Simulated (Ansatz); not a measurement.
Relaxed RuO2 (rutile):

```xyz
12
Lattice="4.5234 0.0000 0.0000 0.0000 4.5234 0.0000 0.0000 0.0000 6.2380" Properties=species:S:1:pos:R:3 pbc="T T T"
Ru     2.2617     2.2617     1.5595
Ru     2.2617     2.2617     4.6785
Ru     0.0000     0.0000     0.0000
Ru     0.0000     0.0000     3.1190
O      3.6444     3.6444     1.5595
O      3.6444     3.6444     4.6785
O      1.3827     3.1407     0.0000
O      1.3827     3.1407     3.1190
O      3.1407     1.3827     0.0000
O      3.1407     1.3827     3.1190
O      0.8790     0.8790     1.5595
O      0.8790     0.8790     4.6785
```

A phonon eigenvector at Z = (0.0, 0.0, 0.5) is frozen into this cell: atom i moves by Q times the vector below, so Q is the largest atomic displacement, in Å. The cell is held. It is one choice among 2 degenerate patterns. (q is in reciprocal vectors of the primitive cell; the cell shown is doubled to hold the pattern.)

| atom | x | y | z |
|---|---|---|---|
| Ru1 | 0.707 | 0.707 | 0.000 |
| Ru2 | -0.707 | -0.707 | 0.000 |
| Ru3 | 0.126 | -0.126 | 0.000 |
| Ru4 | -0.126 | 0.126 | 0.000 |
| O5 | 0.286 | 0.286 | 0.000 |
| O6 | -0.286 | -0.286 | 0.000 |
| O7 | 0.051 | -0.051 | 0.000 |
| O8 | -0.051 | 0.051 | 0.000 |
| O9 | 0.051 | -0.051 | 0.000 |
| O10 | -0.051 | 0.051 | 0.000 |
| O11 | 0.286 | 0.286 | 0.000 |
| O12 | -0.286 | -0.286 | 0.000 |

Calculation: PBE (plane waves to 420 eV, PAW, scalar-relativistic; Ansatz, a quantum-chemistry and plane-wave program). k mesh 10×10×8 (Γ-centred), Fermi-Dirac smearing 0.05 eV. With partly filled bands, energies and forces of such displacements shift with the k mesh and the smearing. RuO2 is run without spin polarisation and with no Hubbard U. RuO2 was relaxed with its symmetry unable to fall. 

```json
[
 {"Q (Å)": "-0.180", "−dE/dQ from forces (eV/Å)": "6.562"},
 {"Q (Å)": "-0.150", "−dE/dQ from forces (eV/Å)": "5.409"},
 {"Q (Å)": "-0.120", "−dE/dQ from forces (eV/Å)": "4.289"},
 {"Q (Å)": "-0.090", "−dE/dQ from forces (eV/Å)": "3.194"},
 {"Q (Å)": "-0.060", "−dE/dQ from forces (eV/Å)": "2.119"},
 {"Q (Å)": "-0.030", "−dE/dQ from forces (eV/Å)": "1.056"},
 {"Q (Å)": "0.000", "−dE/dQ from forces (eV/Å)": "0.000"},
 {"Q (Å)": "0.030", "−dE/dQ from forces (eV/Å)": "-1.056"},
 {"Q (Å)": "0.060", "−dE/dQ from forces (eV/Å)": "-2.119"},
 {"Q (Å)": "0.090", "−dE/dQ from forces (eV/Å)": "-3.194"},
 {"Q (Å)": "0.120", "−dE/dQ from forces (eV/Å)": "-4.289"},
 {"Q (Å)": "0.150", "−dE/dQ from forces (eV/Å)": "-5.409"},
 {"Q (Å)": "0.180", "−dE/dQ from forces (eV/Å)": "-6.562"}
]
```

Problem. What harmonic wavenumber does the curvature at Q = 0 give?

Solution. 209 cm⁻¹. E″ = 35.17 eV/Å², M = Σ mᵢ|uᵢ|² = 219.4 u, ν̃ = 521.5·√(|E″|/M).

(A displaced cell: forces are minus the slopes of the energy, force constants its curvatures, and phonons follow from these.)
